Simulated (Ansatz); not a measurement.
Below is a relaxed structure of La2O3. The cell was found from a structure generator's guess, not taken from experiment.

Method: Ansatz 0.2.0, DFT PBE, scalar-relativistic, plane waves, PAW. Cutoff 420 eV, Γ-centred mesh, Gaussian smearing, no spin polarisation.

```
CELL_PARAMETERS angstrom
4.01559 0.00000 0.00000
-2.00779 3.47760 0.00000
0.00000 0.00000 7.06692
ATOMIC_POSITIONS crystal
La 0.00000 0.00000 0.19459
La 0.00000 0.00000 0.80541
O 0.33333 0.66667 0.00000
O 0.66667 0.33333 0.00000
O 0.00000 0.00000 0.50000
```

Formation energies are uncorrected and refer to the elements' standard structures at the same level (O₂ as a molecule).

(1) What space group does it have?

(2) What is its formation energy per atom?

(3) Is it a metal?

Results:

(1) P6/mmm (No. 191). Conventional cell: a = 4.016 Å, c = 7.067 Å. Around La lie 1 O at 2.16 Å, 6 O at 2.70 Å and 1 La at 2.75 Å; O on a site of symmetry -6m2 is surrounded by 3 O at 2.32 Å and 6 La at 2.70 Å; O on a site of symmetry 6/mmm has 2 La at 2.16 Å.

(2) −2.31 eV/atom.

(3) There is no gap on the 12×12×6 mesh, but valence and conduction bands overlap by only 0.28 eV, so at this level it is a semimetal.

The last run used a 12×12×6 mesh (in the run's order of axes) for its 5-atom cell and Gaussian smearing of 0.10 eV. The zero gap may come from the functional, which often closes small gaps, or the cell may be a true semimetal. Symmetry constrained the relaxation, so the result can be a saddle point. Another cell of La2O3 relaxed alike, in P-3m1 (a Materials Project cell), lies 1.08 eV/atom lower, so this cell isn't the stable form at this level.
